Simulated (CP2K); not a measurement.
## Fitting the r2SCAN energy curve of Ti

Symmetry: Im-3m, No. 229, cubic system. The conventional cell has a = 3.282 Å, b = 3.282 Å, c = 3.282 Å, α = 90.00°, β = 90.00°, γ = 90.00°. Ti (site symmetry m-3m) is surrounded by 8 Ti at 2.84 Å.

This isn't the form of Ti at room conditions, which is hcp.

The cell was scaled at fixed shape and fractions and run with CP2K, POTENTIAL_UZH Ti GTH-SCAN-q12; TZVP-MOLOPT-SCAN-GTH basis; r2SCAN, k mesh 11 × 11 × 11 on the cell of 1 atom, fermi-dirac occupations of 0.05 eV, no spin polarisation, no spin-orbit coupling. Energies are those that the program minimises, any entropy of the smearing included. For a metal such a mesh isn't converged to the digits shown.

```csv
V (Å³/atom),energy over the lowest row (meV/atom)
16.6155,8.97
16.9690,1.81
17.3225,0.00
17.6761,3.10
18.0296,10.72
18.3831,?
18.7366,38.10
```

**Question.** Fit the third-order Birch-Murnaghan form, give V0, B0 and B′, and predict the energy left open.

**Answer.** With y = (V0/V)^(2/3), E = E0 + (9 V0 B0/16) [(y - 1)³ B′ + (y - 1)² (6 - 4y)]. Least squares through the rows shown give V0 = 17.2716 Å³/atom, E0 = -0.05 meV, B0 = 110.1 GPa (1 eV/Å³ = 160.218 GPa) and B′ = 3.09, with a largest miss of 0.01 meV. At V = 18.3831 the form with these constants gives 22.51 meV; the run gave 22.50 meV an atom.
